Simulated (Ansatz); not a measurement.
# Te2Mo: the cost of one run

Method: DFT r2SCAN, scalar-relativistic, plane waves, PAW, in Ansatz 0.2.0.

2 further runs of the same task are left out: 2 set aside as unsound or not needed.

## (1) The starting structure

Symmetry: P6_3/mmc, No. 194, hexagonal system. The conventional cell has a = 3.564 Å, b = 3.564 Å, c = 14.726 Å, α = 90.00°, β = 90.00°, γ = 120.00°. Te (site symmetry 3m) is surrounded by 3 Mo at 2.73 Å. Mo (site symmetry -6m2) is surrounded by 6 Te at 2.73 Å.

Structure file:

```
Te Mo
1.0
    -3.56355    0.00000    0.00000
    -1.78177   -3.08612    0.00000
     0.00000    0.00000   14.72622
Te Mo
4 2
Direct
  0.33333 0.33333 0.62848
  0.66667 0.66667 0.12848
  0.33333 0.33333 0.87152
  0.66667 0.66667 0.37152
  0.33333 0.33333 0.25000
  0.66667 0.66667 0.75000
```

It is the result of an earlier relaxation at this level (volume 26.99 Å³/atom; gap on the mesh: 1.06 eV).

## (2) Zero of energy

The reference gives a free energy of -37916.3051 eV, pressure 0.01 GPa, largest force 0.001 eV/Å and gap on the mesh 1.06 eV. It was computed beforehand with the settings of the runs below.

## (3) Next: a stacking-fault curve

The cut lies on the cell's a–b face, a (0 0 1) plane of area 11.00 Å², between layers 3.78 Å apart (Te below, Te above); the cell is 14.7 Å thick. Vector c is tilted by f times 1·a + 1·b (length 6.172 Å) with the atoms' Cartesian places fixed: one unrelaxed fault per cell.

## (4) f = 0.167

Input file input.yaml:

```yaml
crystal:
  lattice:
    - [-3.5635452172, 0.0, 0.0]
    - [-1.7817726086, -3.0861206856, 0.0]
    - [-0.8910644816, -0.5144563183, 14.7262210532]
  atoms:
    - { symbol: Te, position: [0.228565058, 0.228565058, 0.628483955] }
    - { symbol: Te, position: [0.6452483914, 0.6452483914, 0.128483955] }
    - { symbol: Te, position: [0.1880516086, 0.1880516086, 0.871516045] }
    - { symbol: Te, position: [0.604734942, 0.604734942, 0.371516045] }
    - { symbol: Mo, position: [0.2916583333, 0.2916583333, 0.25] }
    - { symbol: Mo, position: [0.5416416667, 0.5416416667, 0.75] }
basis:
  ecutwfc: 500
kpoints:
  mp_grid: { grid: [9, 9, 2] }
hamiltonian:
  xc: r2scan
scf:
  occupations: { method: gaussian, width: 0.05 }
output:
  forces: true
  stress: true
  eigenvalues: true
```

Command:

```bash
$ ansatz run input.yaml --threads 2 --pin off --max-ram 5120MiB --backend cpu --events-out ev --progress --plain --runs-dir out
```

**Question.** How long does this run take on 2 threads of Intel Xeon at 2.50GHz (Skylake/Cascade Lake), shared host, and how much memory does it need?

About 52 s, with a peak of 0.99 GiB.
